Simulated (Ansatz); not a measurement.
The same path of a periodic cell of 25 atoms, Li24Cl (surface Li(110), adsorbate Cl) was run twice with different band settings. Lost on the way: Li22–Cl25, Li23–Cl25. Made: Li20–Cl25, Li21–Cl25.

Level of theory: Ansatz, DFT PBE, scalar-relativistic, plane waves, PAW. Settings: cutoff 420 eV, k mesh 3x2x1, gaussian smearing 0.1 eV, no spin polarisation.

Relaxed end points:

```xyz
25
Lattice="6.9800 0.0000 0.0000 5.2350 7.4034 0.0000 0.0000 0.0000 19.4034" Properties=species:S:1:pos:R:3
Li 0.000 2.468 1.000
Li 3.490 2.468 1.000
Li 1.745 4.936 1.000
Li 5.235 4.936 1.000
Li 3.490 7.403 1.000
Li 6.980 7.403 1.000
Li 0.014 0.265 3.299
Li 3.480 0.296 3.361
Li 1.735 2.728 3.370
Li 5.227 2.710 3.302
Li 3.447 5.220 3.318
Li 7.020 5.225 3.298
Li -0.104 2.187 5.734
Li 3.542 2.288 5.736
Li 1.724 4.721 5.736
Li 5.257 4.740 5.579
Li 3.533 7.207 5.693
Li 6.962 7.214 5.721
Li -0.058 -0.412 8.258
Li 3.604 0.024 7.914
Li 1.632 2.152 7.910
Li 5.293 2.587 8.291
Li 3.324 4.682 8.105
Li 7.156 4.890 8.131
Cl 5.232 4.800 9.410
```

```xyz
25
Lattice="6.9800 0.0000 0.0000 5.2350 7.4034 0.0000 0.0000 0.0000 19.4034" Properties=species:S:1:pos:R:3
Li 0.000 2.468 1.000
Li 3.490 2.468 1.000
Li 1.745 4.936 1.000
Li 5.235 4.936 1.000
Li 3.490 7.403 1.000
Li 6.980 7.403 1.000
Li -0.043 0.284 3.318
Li 3.530 0.289 3.298
Li 1.759 2.733 3.299
Li 5.225 2.764 3.361
Li 3.480 5.196 3.370
Li 6.972 5.178 3.302
Li 0.043 2.272 5.693
Li 3.472 2.278 5.721
Li 1.641 4.654 5.734
Li 5.287 4.756 5.736
Li 3.469 7.189 5.736
Li 7.002 7.207 5.579
Li -0.166 -0.253 8.105
Li 3.666 -0.046 8.131
Li 1.687 2.056 8.258
Li 5.349 2.492 7.914
Li 3.377 4.620 7.910
Li 7.038 5.055 8.291
Cl 6.977 7.268 9.410
```

Common settings: spring 5.0 eV/Å²; optimiser quadratic models (default); force threshold 0.05 eV/Å; end points relaxed; atoms held 1 to 6.

| run | movable images | climbing image | start path | iteration limit |
| --- | --- | --- | --- | --- |
| 1 | 5 | yes | straight line | 74 |
| 2 | 6 | from the first iteration | default | 50 |

(1) What does each run give, and how far can it be trusted?

Answers

(1) Run 1: converged after 21 iterations, highest image 0.164 eV above the first end. By the program's own check the climbing image is a first-order saddle point (lowest curvatures found: -0.23 and 0.01 eV/Å²).
Run 2: converged after 22 iterations, highest image 0.162 eV above the first end. The order of the point at the top wasn't checked.
Limits of this set-up: coarse k mesh, thin slab, slab without dipole correction, odd electron count without spin, a typed lattice constant that wasn't relaxed here.
